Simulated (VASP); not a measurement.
Set up this calculation in VASP 6.6.1, as the native input.

* Task: single point
* Functional: PBE
* Potentials or basis: VASP PAW PBE potentials, release 64 (Li_sv, F)
* Cutoff: 520 eV
* k mesh: 8 × 8 × 8
* Occupations: gaussian, width 0.1 eV
* Spin: no spin polarisation
* Dipole correction: no
* Further INCAR settings: ALGO = Fast; EDIFF = 1e-06; NBANDS = 12

The structure of LiF lies in POSCAR:

```
LiF
1.0
    2.5595330000      0.0000000000      0.0000000000
    0.0000000000      2.5595330000      0.0000000000
    0.0000000000      0.0000000000      2.5595330000
Li F
1 1
Direct
    0.0000000000      0.0000000000      0.0000000000
    0.5000000000      0.5000000000      0.5000000000
```

Measurements of this composition are mostly on another form, of space group No. 225.

One way to write it, as run:

INCAR

```
SYSTEM = LiF
PREC = Accurate ; ENCUT = 520
EDIFF = 1E-6 ; ISMEAR = 0
SIGMA = 0.1 ; LREAL = .FALSE.
LASPH = .TRUE. ; NELM = 80
ALGO = Fast ; ISIF = 2
LWAVE = .FALSE. ; LCHARG = .FALSE.
GGA = PE ; NBANDS = 12
```

KPOINTS

```
regular mesh
0
G
  8 8 8
  0 0 0
```

Potentials or basis: VASP PAW PBE potentials, release 64 (Li_sv, F).

Command:

```sh
$ cat potpaw_PBE.64/Li_sv/POTCAR potpaw_PBE.64/F/POTCAR > POTCAR
$ mpirun -np 1 vasp_std > vasp.out
```

It gave:

```
Band gap on the k mesh : 7.51 eV, indirect (least direct gap 8.18 eV)
```

Wall time 4.3 s on 1 thread of Intel(R) Xeon(R) Platinum 8488C (Sapphire Rapids) (shared host), peak memory 0.12 GiB.
